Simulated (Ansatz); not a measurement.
# Residual resistivity of an alloy: Ru(0001) with 2 layers of random Ru-Nb, 2x2

Aim: the residual resistivity of a random alloy, from Ru(0001) with 2 layers of random Ru-Nb, 2x2 and longer regions.

Calculated with Ansatz 0.2.0; Ansatz plane-wave DFT, PBE, PAW files; ballistic transport by layer matching (Landauer), zero bias; PAW set soft_1.

Report form: the programs' logs are mostly left out.

## (1) Starting point

The cell holds 48 atoms: 47 Ru and 1 Nb. Its edges and angles: a = 5.412 Å, b = 5.412 Å, c = 25.691 Å, α = 90.0°, β = 90.0°, γ = 120.0°. It derives from Ru. Regions: lead, 40 atoms (40 Ru); scattering region, 8 atoms (7 Ru and 1 Nb). The structure is stacked along c, and the current runs across the ab planes.

## (2) With 2 alloy layers

In 2 layers a share of 0.125 of the sites is given to Nb at random. The layers about the cell's end stay perfect and serve as the lead. Energies from -0.05 to 0.05 eV in steps of 0.05 eV are too few for the program's thermal sum, so it prints no conductance; for a metal the transmission near the Fermi level serves, at a fraction of the cost.

input.yaml

```yaml
crystal:
  lattice:
    - [5.4116, 0.0, 0.0]
    - [-2.7058, 4.6865830751, 0.0]
    - [0.0, 0.0, 25.6914]
  atoms:
    - { symbol: Ru, position: [0.1666666667, 0.3333333333, 0.0416666667] }
    - { symbol: Ru, position: [0.1666666667, 0.8333333333, 0.0416666667] }
    - { symbol: Ru, position: [0.6666666667, 0.3333333333, 0.0416666667] }
    - { symbol: Ru, position: [0.6666666667, 0.8333333333, 0.0416666667] }
    - { symbol: Ru, position: [0.3333333333, 0.1666666667, 0.125] }
    - { symbol: Ru, position: [0.3333333333, 0.6666666667, 0.125] }
    - { symbol: Ru, position: [0.8333333333, 0.1666666667, 0.125] }
    - { symbol: Ru, position: [0.8333333333, 0.6666666667, 0.125] }
[... 36 atom lines left out ...]
    - { symbol: Ru, position: [0.3333333333, 0.1666666667, 0.9583333333] }
    - { symbol: Ru, position: [0.3333333333, 0.6666666667, 0.9583333333] }
    - { symbol: Ru, position: [0.8333333333, 0.1666666667, 0.9583333333] }
    - { symbol: Ru, position: [0.8333333333, 0.6666666667, 0.9583333333] }
kpoints:
  mp_grid: { grid: [5, 5, 1] }
hamiltonian:
  xc: pbe
  pseudopotentials: { kind: paw, azcp: { folder: soft_1 } }
scf:
  occupations: { method: fermi_dirac, width: 0.1 }
output:
  transmission:
    leads: [[0, 8]]
    kmesh: [10, 10]
    e_range: [-0.05, 0.05]
    de: 0.05
  write_potential: true
  write_density: true
  volumetric_format: npy
```

Command:

```bash
> ansatz run input.yaml --threads 4 --pin off --max-ram 15360MiB --backend cpu --events-out ev --progress --plain --runs-dir out
```

Wall time 2.7 min (4 threads of Arm Neoverse V2, shared host); peak memory 5.5 GiB.

Numbers from this step:

| Property | Result |
| --- | --- |
| free energy | -280853.3900 eV |
| energy at zero smearing | -280852.6289 eV |
| Fermi energy | 23.36 eV |
| cell area | 25.36 Å² |
| transmission per spin nearest the Fermi level | 4.353 |
| open channels per spin nearest the Fermi level | 5.28 |
| step of the lead's potential | 14.9 meV |

Per spin. Transmission, zone mean against energy, zero at the Fermi level:

```tsv
energy (eV)	transmission, zone mean
-0.0500	4.26
0.0000	4.35
0.0500	4.44
```

Per spin. The open channels, zone mean, lead by energy, zero at the Fermi level:

```tsv
energy (eV)	open channels, zone mean, lead
-0.0500	5.16
0.0000	5.28
0.0500	5.64
```

Transmission over k1 and k2. At 0.0000 eV from the Fermi level.

Ten even steps from '_' (1.7) to '@' (10.9):
```
..::::::::::..______
__::::::::::::______
__::::==**==::::____
..::::**@@@@**::::..
--::::==@@@@@@==::::
....::::**@@@@**::::
______::::==**==::::
________::::::::::::
..______..::::::::::
--..____..--..____..
```
Columns: k1 (b1) from -0.5 to 0.4; rows upwards: k2 (b2) from -0.5 to 0.4.

Open channels over k1 and k2. At 0.0000 eV from the Fermi level.

Values, 10 rows by 10 columns:
```
 4.0  6.0  5.0  5.0  5.0  6.0  4.0  3.0  2.0  3.0
 3.0  5.0  5.0  5.0  5.0  5.0  5.0  3.0  2.0  2.0
 3.0  5.0  5.0  7.0  9.0  7.0  5.0  5.0  3.0  3.0
 4.0  5.0  5.0  9.0 12.0 12.0  9.0  5.0  5.0  4.0
 6.0  6.0  5.0  7.0 12.0 12.0 12.0  7.0  5.0  6.0
 4.0  4.0  5.0  5.0  9.0 12.0 12.0  9.0  5.0  5.0
 3.0  3.0  3.0  5.0  5.0  7.0  9.0  7.0  5.0  5.0
 3.0  2.0  2.0  3.0  5.0  5.0  5.0  5.0  5.0  5.0
 4.0  3.0  2.0  3.0  4.0  6.0  5.0  5.0  5.0  6.0
 6.0  4.0  3.0  3.0  4.0  6.0  4.0  3.0  3.0  4.0
```
Columns: k1 (b1) from -0.5 to 0.4; rows upwards: k2 (b2) from -0.5 to 0.4.

Over the solved energies the transmission per spin lies between 4.26 and 4.44, out of 5.36 channels of the lead on average (up to 5.64).

## (3) With 6 alloy layers

In 6 layers a share of 0.125 of the sites is given to Nb at random. A fresh draw is used; the growth of the resistance with length is what counts.

System of this step: Ru(0001) with 6 layers of random Ru-Nb, 2x2. The cell holds 64 atoms: 61 Ru and 3 Nb. Cell: a = 5.412 Å, b = 5.412 Å, c = 34.255 Å, α = 90.0°, β = 90.0°, γ = 120.0°. It derives from Ru. Regions: lead, 40 atoms (40 Ru); scattering region, 24 atoms (21 Ru and 3 Nb). The structure is stacked along c, and the current runs across the ab planes.

input.yaml

```yaml
crystal:
  lattice:
    - [5.4116, 0.0, 0.0]
    - [-2.7058, 4.6865830751, 0.0]
    - [0.0, 0.0, 34.2552]
  atoms:
    - { symbol: Ru, position: [0.1666666667, 0.3333333333, 0.03125] }
    - { symbol: Ru, position: [0.1666666667, 0.8333333333, 0.03125] }
    - { symbol: Ru, position: [0.6666666667, 0.3333333333, 0.03125] }
    - { symbol: Ru, position: [0.6666666667, 0.8333333333, 0.03125] }
    - { symbol: Ru, position: [0.3333333333, 0.1666666667, 0.09375] }
    - { symbol: Ru, position: [0.3333333333, 0.6666666667, 0.09375] }
    - { symbol: Ru, position: [0.8333333333, 0.1666666667, 0.09375] }
    - { symbol: Ru, position: [0.8333333333, 0.6666666667, 0.09375] }
[... 52 atom lines left out ...]
    - { symbol: Ru, position: [0.3333333333, 0.1666666667, 0.96875] }
    - { symbol: Ru, position: [0.3333333333, 0.6666666667, 0.96875] }
    - { symbol: Ru, position: [0.8333333333, 0.1666666667, 0.96875] }
    - { symbol: Ru, position: [0.8333333333, 0.6666666667, 0.96875] }
kpoints:
  mp_grid: { grid: [5, 5, 1] }
hamiltonian:
  xc: pbe
  pseudopotentials: { kind: paw, azcp: { folder: soft_1 } }
scf:
  occupations: { method: fermi_dirac, width: 0.1 }
output:
  transmission:
    leads: [[0, 8]]
    kmesh: [10, 10]
    e_range: [-0.05, 0.05]
    de: 0.05
  write_potential: true
  write_density: true
  volumetric_format: npy
```

Elapsed: 16 min, on 4 threads; peak memory 10 GiB.

Numbers from this step:

| Quantity | Value |
| --- | --- |
| free energy | -372261.0332 eV |
| energy at zero smearing | -372260.0859 eV |
| Fermi energy | 23.40 eV |
| transmission per spin nearest the Fermi level | 3.166 |
| step of the lead's potential | 8.2 meV |

Per spin. Transmission, zone mean against energy, zero at the Fermi level:

```tsv
energy (eV)	transmission, zone mean
-0.0500	3.08
0.0000	3.17
0.0500	3.25
```

Over the solved energies the transmission per spin lies between 3.08 and 3.25, out of 5.46 channels of the lead on average (up to 5.94).

## (4) With 10 alloy layers

In 10 layers a share of 0.125 of the sites is given to Nb at random. A fresh draw is used; the growth of the resistance with length is what counts.

System of this step: Ru(0001) with 10 layers of random Ru-Nb, 2x2. The cell holds 80 atoms: 75 Ru and 5 Nb. Cell: a = 5.412 Å, b = 5.412 Å, c = 42.819 Å, α = 90.0°, β = 90.0°, γ = 120.0°. It derives from Ru. Regions: lead, 40 atoms (40 Ru); scattering region, 40 atoms (35 Ru and 5 Nb). The structure is stacked along c, and the current runs across the ab planes.

input.yaml

```yaml
crystal:
  lattice:
    - [5.4116, 0.0, 0.0]
    - [-2.7058, 4.6865830751, 0.0]
    - [0.0, 0.0, 42.819]
  atoms:
    - { symbol: Ru, position: [0.1666666667, 0.3333333333, 0.025] }
    - { symbol: Ru, position: [0.1666666667, 0.8333333333, 0.025] }
    - { symbol: Ru, position: [0.6666666667, 0.3333333333, 0.025] }
    - { symbol: Ru, position: [0.6666666667, 0.8333333333, 0.025] }
    - { symbol: Ru, position: [0.3333333333, 0.1666666667, 0.075] }
    - { symbol: Ru, position: [0.3333333333, 0.6666666667, 0.075] }
    - { symbol: Ru, position: [0.8333333333, 0.1666666667, 0.075] }
    - { symbol: Ru, position: [0.8333333333, 0.6666666667, 0.075] }
[... 68 atom lines left out ...]
    - { symbol: Ru, position: [0.3333333333, 0.1666666667, 0.975] }
    - { symbol: Ru, position: [0.3333333333, 0.6666666667, 0.975] }
    - { symbol: Ru, position: [0.8333333333, 0.1666666667, 0.975] }
    - { symbol: Ru, position: [0.8333333333, 0.6666666667, 0.975] }
kpoints:
  mp_grid: { grid: [5, 5, 1] }
hamiltonian:
  xc: pbe
  pseudopotentials: { kind: paw, azcp: { folder: soft_1 } }
scf:
  occupations: { method: fermi_dirac, width: 0.1 }
output:
  transmission:
    leads: [[0, 8]]
    kmesh: [10, 10]
    e_range: [-0.05, 0.05]
    de: 0.05
  write_potential: true
  write_density: true
  volumetric_format: npy
```

Run time: 25 min. Hardware: 4 threads; peak memory 8.4 GiB; 1.5 h of CPU time.

This step gave:

* free energy: -463667.3385 eV
* energy at zero smearing: -463666.0961 eV
* Fermi energy: 23.42 eV
* transmission per spin nearest the Fermi level: 2.420
* step of the lead's potential: 2.9 meV

Per spin. Transmission, zone mean against energy, zero at the Fermi level:

```tsv
energy (eV)	transmission, zone mean
-0.0500	2.43
0.0000	2.42
0.0500	2.49
```

Over the solved energies the transmission per spin lies between 2.42 and 2.49, out of 5.45 channels of the lead on average (up to 5.92).

## (5) The fit

This step: Ansatz plane-wave DFT, PBE, PAW files; ballistic transport by layer matching (Landauer), zero bias; residual resistivity from the slope of the area resistance, atoms on the host's lattice; PAW set soft_1 (Ansatz 0.2.0).

Numbers from this step:

| Property | Result |
| --- | --- |
| resistivity | 34.86 µΩ cm |
| intercept | -0.009833 fΩ m² |
| scatter about the fit | 0.002443 fΩ m² |

Resistance, by row:

```tsv
run	length (Å)	T	channels N	RA (fΩ m²)
n2	4.282	4.354	5.36	0.1411
n6	12.85	3.166	5.46	0.4345
n10	21.41	2.446	5.453	0.7382
```

Table of area resistance by length of the alloy:

```tsv
length of the alloy (Å)	area resistance (fΩ m²)
4.28	0.141
12.85	0.434
21.41	0.738
```

The area resistance goes from 0.14 to 0.74 fΩ m² between 4.3 and 21.4 Å, a slope of 35 µΩ cm.

By hand from the end points: (0.7382 − 0.1411) fΩ m² / (21.41 − 4.28) Å = 35 µΩ cm, since 1 fΩ m² per Å is 1000 µΩ cm.

## (6) What came out

| Quantity | Value |
| --- | --- |
| resistivity from the slope | 34.9 µΩ cm |
| area resistance over 4.28 Å | 0.141 fΩ m² |
| area resistance over 12.8 Å | 0.434 fΩ m² |
| area resistance over 21.4 Å | 0.738 fΩ m² |

In words: The slope gives 35 µΩ cm. The points scatter by 0.0024 fΩ m² about the line, with one random draw a length in a 2x2 cell, so the slope is a rough value. The lead's own channel count moves between the runs (5.36, 5.46 and 5.45), which shifts RA and the slope too. Read with a model of isotropic scattering on a spherical Fermi surface and the lead's 1.6×10¹⁵ S/m², this slope means a mean free path near 13 Å; over these lengths the model's slope is within 3 % of its bulk resistivity. The draw over the shortest length came out nearly ordered, with 12 symmetry operations, so that point is a poor sample of a random alloy. The atoms sit on the host's lattice, so scattering by size misfit is left out.

[Logs are printed without paths, hosts, clocks, repeated set-up lines and the standing remarks that a program may print on its own settings, such as how far it seeks lower states.]

[Hosts, paths, dates, database ids (printed as entryN), source tags and the programs' standing remarks are cut or masked in the printed files.]
